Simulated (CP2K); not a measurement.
Runs of CP2K 2026.2 on NbP. It takes space group I4_1md (No. 109, tetragonal). Conventional cell: a = 3.350 Å, b = 3.350 Å, c = 11.480 Å, α = 90.00°, β = 90.00°, γ = 90.00°. Nb (site symmetry 2mm) has 6 P at 2.55 Å as nearest neighbours. Around P (site symmetry 2mm) lie 6 Nb at 2.55 Å. The cell is a database's computed one.

```tsv
task	level	potentials or basis	cell	k mesh	smearing	EPS_DEFAULT	NGRIDS	EXTRAPOLATION	optimiser	most steps	gap on the mesh (eV)	pressure (GPa)	largest force (eV/Å)
relaxation of cell and atoms	LDA	GTH_POTENTIALS Nb GTH-PADE-q13, P GTH-PADE-q5; TZVP-MOLOPT-PBE-GTH basis	relaxed	9 × 9 × 9	fermi-dirac 0.05 eV	1.0E-9	5	USE_PREV_P	BFGS	40	none	-0.3	0.39
single point	RPBE	GTH_POTENTIALS Nb GTH-PBE-q13, P GTH-PBE-q5; DZVP-MOLOPT-SR-GTH basis	as given	9 × 9 × 9	fermi-dirac 0.0259 eV	1.0E-9	5	-	-	-	none	(a)	-
band structure	r2SCAN	POTENTIAL_UZH Nb GTH-SCAN-q13, P GTH-SCAN-q5; TZVP-MOLOPT-SCAN-GTH basis	as given	11 × 11 × 11	fermi-dirac 0.0259 eV	1.0E-9	4	-	-	-	none	-0.4	0.01
single point	PBEsol	POTENTIAL_UZH Nb GTH-PBE-q13, P GTH-PBE-q5; TZVP-MOLOPT-PBE-GTH basis	as given	11 × 11 × 11	fermi-dirac 0.05 eV	1.0E-10	5	-	-	-	none	(b)	0.02
relaxation of cell and atoms	PBEsol	POTENTIAL_UZH Nb GTH-PBE-q13, P GTH-PBE-q5; TZVP-MOLOPT-PBE-GTH basis	relaxed	9 × 9 × 9	fermi-dirac 0.0259 eV	1.0E-9	5	USE_PREV_P	BFGS	40	none	-0.1	0.23
```

Alike in all rows: no spin polarisation.

Fill in the values left out.

(a) 1.0; (b) -4.1.

Caveats: the basis of atomic orbitals isn't converged, which shifts pressures, moduli and gaps; the potentials were made for another functional, which shifts forces and pressure (some runs); more than 0.5 GPa of stress was left at the end, so the final cell isn't listed (some runs).

A k mesh can miss the band edges, and the runs leave out spin-orbit coupling on Nb.

A gap of «none» marks a metal or a gap under the smearing width.

Not every run made on this cell is shown here.
